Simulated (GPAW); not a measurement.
# How the form of the self-energy moves the gap of AlP (F-43m), part 2 of 2

How much does the gap of AlP (F-43m) depend on the approximation to the self-energy?

GPAW 26.7.0; PBE and many-body steps on it, plane waves. Known limits of the many-body steps: not at the basis limit; coarse k mesh.

So far. Step 2 (Empty states on the mesh, 4×4×4 mesh, 373 bands): On this mesh the gap is 1.567 eV. Step 3 (G0W0, Godby-Needs plasmon pole): The gap on the mesh goes from 1.57 eV to 2.34 eV, a correction of +0.77 eV.

The database entry behind the starting cell differs from later determinations by our own check (0.1 to 0.3 % short, probably kX units), so it need not match the best structure at ambient conditions.

## (5) G0W0, extrapolated in the cutoff

This step: G0W0 on PBE, plane waves, PAW.

The input, run.py:

```python
import json
import numpy as np
from gpaw.mpi import world
from gpaw.response.g0w0 import G0W0

gw = G0W0('full.gpw',
    filename='gw',
    kpts=[0, 5],
    bands=(2, 6),
    ecut=250.0,
    integrate_gamma='WS',
    ppa=True,
    ecut_extrapolation=True)
gw.calculate()
res = {mode: {k: v for k, v in r.items() if k != 'sigma_eskwn'}
       for mode, r in gw.all_results.items()}

if world.rank == 0:
    with open('result.json', 'w') as f:
        json.dump(res, f, default=lambda x: x.tolist())
```

The run is started by

```sh
> mpirun -n 4 gpaw python run.py
```

Numbers of over 12 decimals in the logs are rounded to 6 here.

Log:

```text
Using integrator: PointIntegrator
FrequencyGridDescriptor(from 0.000+0.000j to 0.000+27.211j eV, 2 points)
Nonperiodic BCs:  [False False False]
Using integrator: PointIntegrator
FrequencyGridDescriptor(from 0.000+0.000j to 0.000+27.211j eV, 2 points)
Nonperiodic BCs:  [False False False]
  ___  _ _ _
 |   || | | |
 | | || | | |
 |__ ||_____|
 |___|

BZ k-points: Symmetries present (total): 24

  [... matrices ...]
64 k-points: 4 x 4 x 4 Monkhorst-Pack grid + [1/8,1/8,1/8]
8 k-points in the irreducible part of the Brillouin zone
       k-points in crystal coordinates                weights
   0:     0.00000000    0.00000000    0.00000000          1/64
   1:     0.25000000    0.25000000    0.00000000          6/64
   2:     0.25000000    0.25000000    0.25000000          8/64
[...]
6:     0.50000000    0.50000000    0.25000000         24/64
   7:     0.50000000    0.50000000    0.50000000          4/64

Distributing spins, k-points and bands (1 x 2 x 4) over 4 processes
Number of blocks: 1

Quasi particle states:
k-points (IBZ indices): [0, 5]
Band range: (2, 6)
  [... matrices ...]
Computational parameters:
Extrapolating to infinite plane wave cut-off using points at:
  215.443 eV
  231.120 eV
  250.000 eV
Number of bands: 363
Coulomb cutoff: None
Broadening: 0.1 eV

fxc modes: GW
Kernel: RPA
Using Godby-Needs plasmon-pole approximation:
  Fitting energy: i*E0, E0 = 1.000 Hartree
Summing all q:

Calculating screened Coulomb potential
No Coulomb truncation
FrequencyGridDescriptor(from 0.000+0.000j to 0.000+27.211j eV, 2 points)
Removing empty qpoint cache files...

Calculating chi0 body with:
    Ground state adapter containing:
    Number of spins: 1
    Number of kpoints: 64
    Number of irreducible kpoints: 8
[...]
kncomm.size: 4
    blockcomm.size: 1

    Memory estimate of potentially large arrays:
        chi0_wGG: 3.507111 M / cpu
Integrating chi0 body.

Symmetries of q_c:
    Direct symmetries (Uq -> q): 24
    Indirect symmetries (TUq -> q): 24
In total 48 allowed symmetries.

  [... matrices ...]
8 groups of equivalent kpoints. 87.5% reduction.

Integral kind: response function
Integrating chi0 head and wings.

Symmetries of q_c:
    Direct symmetries (Uq -> q): 24
    Indirect symmetries (TUq -> q): 24
In total 48 allowed symmetries.

  [... matrices ...]
8 groups of equivalent kpoints. 87.5% reduction.

Integral kind: response function wings

Calculating chi0 body with:
    Ground state adapter containing:
    Number of spins: 1
    Number of kpoints: 64
    Number of irreducible kpoints: 8
    Number of completely occupied states: 4
    Number of partially occupied states: 4
    Occupied states memory: 0.48828125 M / cpu

    Linear response parametrization:
[... the further q-points ...]
Extrapolating selfenergy to infinite energy cutoff:
  Performing linear fit to 3 points
  Minimum R^2 = 0.9976. (R^2 Should be close to 1)
  [... matrices ...]
Results:
f:      Occupation numbers
eps:     KS-eigenvalues [eV]
vxc:     KS vxc [eV]
exx:     Exact exchange [eV]
sigma:   Self-energies [eV]
dsigma:  Self-energy derivatives
Z:       Renormalization factors
qp:      QP-energies [eV]

k-point 0 (0): (0.000, 0.000, 0.000)                GW
band       f     eps     vxc     exx   sigma  dsigma       Z      qp
                                                                   GW
   2   1.000   4.297 -13.851 -15.979   1.009  -0.293   0.773   3.432
   3   1.000   4.297 -13.851 -15.979   1.009  -0.293   0.773   3.432
   4   0.000   7.640 -13.138  -8.504  -4.467  -0.270   0.787   7.772
[...]
k-point 1 (5): (0.500, 0.500, 0.000)                GW
band       f     eps     vxc     exx   sigma  dsigma       Z      qp
                                                                   GW
[...]
4   0.000   5.864  -9.102  -5.291  -3.820  -0.248   0.801   5.857
   5   0.000   6.763 -10.198  -6.098  -3.941  -0.255   0.797   6.891
```

Run time: 6.1 min. Hardware: 4 MPI ranks of Arm Neoverse V1, shared host; peak memory 1.3 GiB.

This step gave:

```
quasiparticle gap on the points computed              : 2.425 eV
least direct quasiparticle gap on the computed points : 4.340 eV
Z at the valence top                                  : 0.7733
Z at the conduction bottom                            : 0.8013
starting gap on the mesh                              : 1.567 eV
k of the valence top                                  : 0, 0, 0
k of the conduction bottom                            : 0.5, 0.5, 0
gaps at the cutoffs of the extrapolation              : 2.374, 2.379, 2.384 eV
```

Against G0W0 in GPAW (4×4×4 mesh, 168 bands, screening to 150 eV, Godby-Needs plasmon pole), the gap moves by +0.090 eV.

## (6) One-shot Hartree-Fock

This step: one-shot Hartree-Fock levels on PBE orbitals, plane waves, PAW.

The input, run.py:

```python
import json
import numpy as np
from gpaw.mpi import world
from gpaw.hybrids.eigenvalues import non_self_consistent_eigenvalues

dft, vxc, vxc_hyb = non_self_consistent_eigenvalues('full.gpw', 'EXX', 2, 6, kpt_indices=[0, 5])
res = {'dft': dft[0], 'hybrid': (dft - vxc + vxc_hyb)[0]}
if world.rank == 0:
    with open('hybrid.txt', 'w') as f:
        for k, e0, e1 in zip([0, 5], res['dft'], res['hybrid']):
            print(k, ' '.join(f'{x:9.4f}' for x in e0), '|', ' '.join(f'{x:9.4f}' for x in e1), file=f)

if world.rank == 0:
    with open('result.json', 'w') as f:
        json.dump(res, f, default=lambda x: x.tolist())
```

The run is started by

```sh
> mpirun -n 4 gpaw python run.py
```

Log:

```text
IBZ(<points: 8, symmetries: 24>)
Occupied bands: 4
Transforming wave functions from IBZ to BZ: 0.016 seconds
Distributing wave functions and iFFT-ing to real space: 0.068 seconds
Calculating eigenvalues:
  k-points: 2
  Bands: 2-5 (inclusive)
  Seconds: 0.307 (wave-function broadcasting: 0.007 seconds)
HSE06-eigenvalue shifts:
  min: -2.995 eV
  ave: 0.885 eV
  max: 4.778 eV
```

Wall time 2.9 s (4 MPI ranks); peak memory 0.48 GiB; 11 s of CPU time.

Numbers from this step:

```
starting gap on the mesh                       : 1.567 eV
hybrid gap on the mesh                         : 7.506 eV
least direct hybrid gap on the computed points : 10.11 eV
```

## (7) G0W0, full frequency, Hilbert transform

This step: G0W0 on PBE, plane waves, PAW.

The input, run.py:

```python
import json
import numpy as np
from gpaw.mpi import world
from gpaw.response.g0w0 import G0W0

gw = G0W0('full.gpw',
    filename='gw',
    kpts=[0, 5],
    bands=(2, 6),
    ecut=150,
    nbands=168,
    integrate_gamma='WS',
    frequencies={'type': 'nonlinear', 'domega0': 0.1, 'omega2': 15.0},
    eta=0.1,
    nblocksmax=True)
gw.calculate()
res = {mode: {k: v for k, v in r.items() if k != 'sigma_eskwn'}
       for mode, r in gw.all_results.items()}

if world.rank == 0:
    with open('result.json', 'w') as f:
        json.dump(res, f, default=lambda x: x.tolist())
```

The run is started by

```sh
> mpirun -n 4 gpaw python run.py
```

Log:

```text
Using integrator: PointIntegrator
NonLinearFrequencyDescriptor(from 0.000 to 153.481 eV, 294 points)
Nonperiodic BCs:  [False False False]
Using integrator: PointIntegrator
NonLinearFrequencyDescriptor(from 0.000 to 153.481 eV, 294 points)
Nonperiodic BCs:  [False False False]
  ___  _ _ _
 |   || | | |
 | | || | | |
 |__ ||_____|
 |___|

BZ k-points: Symmetries present (total): 24

  [... matrices ...]
64 k-points: 4 x 4 x 4 Monkhorst-Pack grid + [1/8,1/8,1/8]
8 k-points in the irreducible part of the Brillouin zone
       k-points in crystal coordinates                weights
[...]
GW
   2   1.000   4.297 -13.851 -15.979   1.171  -0.312   0.762   3.568
   3   1.000   4.297 -13.851 -15.979   1.171  -0.312   0.762   3.568
   4   0.000   7.640 -13.138  -8.504  -4.282  -0.289   0.776   7.913
[...]
k-point 1 (5): (0.500, 0.500, 0.000)                GW
band       f     eps     vxc     exx   sigma  dsigma       Z      qp
                                                                   GW
[...]
4   0.000   5.864  -9.102  -5.291  -3.706  -0.254   0.797   5.949
   5   0.000   6.763 -10.198  -6.098  -3.822  -0.271   0.787   6.983
```

It took 89 s on 4 MPI ranks; peak memory 1.6 GiB; 5.9 min of CPU time.

This step gave:

```yaml
g0w0_gap_on_the_points_computed: 2.381 eV
least_direct_g0w0_gap_on_the_computed_points: 4.346 eV
starting_gap_on_the_mesh: 1.567 eV
k_of_the_valence_top: 0, 0, 0
k_of_the_conduction_bottom: 0.5, 0.5, 0
```

Against G0W0 in GPAW (4×4×4 mesh, 168 bands, screening to 150 eV, Godby-Needs plasmon pole), the gap moves by +0.046 eV.

## (8) The runs together

Times are wall times on 4 MPI ranks of Arm Neoverse V1, shared host, good to a factor of about two.

```
                                    run   mesh  bands  screening cutoff (eV)  DFT gap (eV)  gap on the mesh (eV)  direct (eV)     time
         G0W0, Godby-Needs plasmon pole  4×4×4    168                    150         1.567                 2.335        4.317     29 s
                         one-shot HSE06  4×4×4      -                      -         1.567                 2.331        4.289    2.9 s
       G0W0, extrapolated in the cutoff  4×4×4      -                    250         1.567                 2.425        4.340  6.1 min
                  one-shot Hartree-Fock  4×4×4      -                      -         1.567                 7.506       10.105    2.9 s
G0W0, full frequency, Hilbert transform  4×4×4    168                    150         1.567                 2.381        4.346     89 s
```

## (9) Results

```
G0W0, Godby-Needs plasmon pole          : 2.335 eV
one-shot HSE06                          : 2.331 eV
G0W0, extrapolated in the cutoff        : 2.425 eV
one-shot Hartree-Fock                   : 7.506 eV
G0W0, full frequency, Hilbert transform : 2.381 eV
known limits                            : not at the basis limit; coarse k mesh
```

One-shot HSE06: −0.004 eV against G0W0, Godby-Needs plasmon pole. G0W0, extrapolated in the cutoff: +0.090 eV against G0W0, Godby-Needs plasmon pole, at other bands or cutoff, so not like for like. One-shot Hartree-Fock: +5.171 eV against G0W0, Godby-Needs plasmon pole. G0W0, full frequency, Hilbert transform: +0.046 eV against G0W0, Godby-Needs plasmon pole. Bare exchange alone opens the gap to 7.51 eV; against G0W0, correlation takes back 5.17 eV. One-shot hybrid levels are evaluated on the PBE orbitals. Bands and cutoff are finite, so the gap is not at the basis limit. The miss can reach some tenths of an eV and take either sign; the mesh is an error of its own. These stock PAW sets were not made for GW. In the G0W0 runs levels were corrected at 2 k points alone, so a gap called «on the mesh» is the least over those, and an edge elsewhere would be missed. The 4×4×4 mesh is coarse for this cell, which bears on the long-range parts of exchange and screening.

[Paths, hosts, dates, memory and timing lines, banners, echoed tables and standing remarks are left out of the program output.]

[Logs are printed without paths, hosts, clocks, repeated set-up lines and the standing remarks that a program may print on its own settings, such as how far it seeks lower states.]

[Runs of the session that timed out or met a known fault of the program may be left out.]

[Hosts, paths, dates, database ids (printed as entryN), source tags and the programs' standing remarks are cut or masked in the printed files.]
